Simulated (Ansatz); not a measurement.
Runs of Ansatz 0.2.0 on WC (Qusongite). It takes space group P-6m2 (No. 187, hexagonal). The conventional cell has a = 2.907 Å, b = 2.907 Å, c = 2.837 Å, α = 90.00°, β = 90.00°, γ = 120.00°. Around W (site symmetry -6m2) lie 6 C at 2.20 Å. Around C (site symmetry -6m2) lie 6 W at 2.20 Å. 

```csv
task,level,cell,cutoff (eV),points for each segment of the path,gap on the mesh (eV),pressure (GPa),relaxed volume (Å³/atom)
band structure,r2SCAN,as given,500,14,none,(a),-
relaxation of cell and atoms,revPBE+D3(BJ),relaxed,420,-,-,0.0,10.24
band structure,LDA,as given,420,14,none,(b),-
relaxation of cell and atoms,RPBE,relaxed,420,-,none,0.0,10.64
band structure,revPBE,as given,420,14,none,8.8,-
```

Alike in all rows: potentials or basis Ansatz PAW; no spin polarisation; k mesh 10 × 10 × 9; smearing fermi-dirac 0.05 eV.

Question: Fill in the values left out.

Answer: (a) 1.4; (b) -9.8.

Caveats: the PAW data sets come from PBE, with cores solved anew for the run's functional, which leaves a small shift of forces and pressure; spin-orbit coupling is left out, which moves the levels of the heavy elements (some runs); the plane-wave basis is chosen anew once the cell has moved, so the energies of steps on either side of that aren't comparable (some runs).

A k mesh can miss the band edges, and the runs leave out spin-orbit coupling on W.

A gap of «none» marks a metal or a gap under the smearing width.

Runs at the PBE level aren't shown here.
